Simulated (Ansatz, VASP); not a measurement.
Given: the input of a run of VASP 6.6.1 on PbSe (Clausthalite). 

The input INCAR:

```
SYSTEM = PbSe
PREC = Accurate
ENCUT = 600
EDIFF = 1E-6
ISMEAR = -1
SIGMA = 0.05
LREAL = .False.
LASPH = .True.
NELM = 60
ALGO = Normal
ISIF = 3
LWAVE = .False.
LCHARG = .False.
GGA = PS
IBRION = 2
NSW = 60
EDIFFG = -0.005
```

KPOINTS

```
regular mesh
0
Gamma
  8 8 8
  0 0 0
```

POSCAR

```
PbSe
1.0
    0.0000000000      3.0606500000      3.0606500000
    3.0606500000      0.0000000000      3.0606500000
    3.0606500000      3.0606500000      0.0000000000
Pb Se
1 1
Direct
    0.0000000000      0.0000000000      0.0000000000
    0.5000000000      0.5000000000      0.5000000000
```

Potentials or basis: VASP PAW PBE potentials, release 64 (Pb_d, Se).

The run is started by

```sh
$ cat potpaw_PBE.64/Pb_d/POTCAR potpaw_PBE.64/Se/POTCAR > POTCAR
$ mpirun -np 1 vasp_std > vasp.out
```

**Question.** Translate it to Ansatz 0.2.0. Potentials or basis there: Ansatz PAW, cutoff 420 eV.

**Answer.** As run (cutoffs and basis follow the program's own potentials, and thresholds, step limits or extra output files can differ):

input.yaml

```yaml
crystal:
  lattice:
    - [0.0, 3.06065, 3.06065]
    - [3.06065, 0.0, 3.06065]
    - [3.06065, 3.06065, 0.0]
  atoms:
    - { symbol: Pb, position: [0.0, 0.0, 0.0] }
    - { symbol: Se, position: [0.5, 0.5, 0.5] }
hamiltonian:
  xc: pbesol
  pseudopotentials: { kind: paw }
kpoints:
  mp_grid: { grid: [8, 8, 8] }
scf:
  occupations: { method: fermi_dirac, width: 0.05 }
output:
  forces: true
  stress: true
relax:
  f_tol: 0.01
  max_steps: 40
  cell: { stress_tol: 0.05 }
```

Potentials or basis: Ansatz PAW.

Run with:

```console
$ ansatz run input.yaml --threads 2 --pin off --max-ram 5632MiB --backend cpu --events-out ev --progress --plain --runs-dir out
```

Both were run:

|  | VASP | Ansatz |
| --- | --- | --- |
| Relaxed volume | 28.42 Å³/atom | 28.40 Å³/atom |
| Relaxed cell | a = 4.316 Å, b = 4.316 Å, c = 4.316 Å, α = 60.00°, β = 60.00°, γ = 60.00° | a = 4.315 Å, b = 4.315 Å, c = 4.315 Å, α = 60.00°, β = 60.00°, γ = 60.00° |
| Space group after relaxing | Fm-3m (No. 225) | Fm-3m (No. 225) |
| Pressure after relaxing | 0.0 GPa | 0.0 GPa |

Ansatz's pressure holds a Pulay term of +0.02 GPa for its cutoff of 420 eV, which the other run lacks.

The potentials hold 20 and 30 valence electrons a cell.

VASP's potentials were made for PBE. Ansatz's potentials were made for PBE.

Where Ansatz's input types no cutoff or centring, it takes its own default and a Γ-centred mesh.

Pressure is positive in compression.
